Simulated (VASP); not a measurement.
Input of a VASP 6.6.1 run:

File INCAR:

```
SYSTEM = AlP
ALGO = Normal ; EDIFF = 1E-6
ENCUT = 500 ; GGA_COMPAT = .FALSE.
ISIF = 2 ; ISMEAR = 0
LASPH = .TRUE. ; LCHARG = .FALSE.
LREAL = .FALSE. ; LWAVE = .FALSE.
NBANDS = 11 ; NELM = 120
PREC = Accurate ; SIGMA = 0.01
```

File KPOINTS:

```
k-points
0
G
  6 6 6
  0 0 0
```

The input POSCAR:

```
AlP
1.0
    0.0000000000      2.6979678146      2.6979678146
    2.6979678146      0.0000000000      2.6979678146
    2.6979678146      2.6979678146      0.0000000000
Al P
1 1
Direct
    0.0000000000      0.0000000000      0.0000000000
    0.2500000000      0.2500000000      0.2500000000
```

Potentials or basis: VASP PAW LDA potentials, release 64 (Al, P).

Command:

```console
$ cat potpaw_LDA.64/Al/POTCAR potpaw_LDA.64/P/POTCAR > POTCAR
$ mpirun -np 1 vasp_std > vasp.out
```

**Question.** Estimate the pressure.

**Answer.** 2.1 GPa.

**Question.** Estimate the band gap on the k mesh.

**Answer.** 1.37 eV, indirect (least direct gap 3.42 eV).

**Measured values to compare with.**

A printed reference work, data compilation reports, for a bulk crystal of AlP at 4.2 K: band gap 2.505 eV (indirect).

A measured gap of AlP is 2.505 eV (indirect; 4.2 K; a printed reference work, data compilation); the calculated 1.37 eV misses it by -1.14 eV. The value is that of LDA on a finite k mesh, which can miss the band edges, without temperature or zero-point motion. Semilocal functionals fall short of measured gaps as a rule.
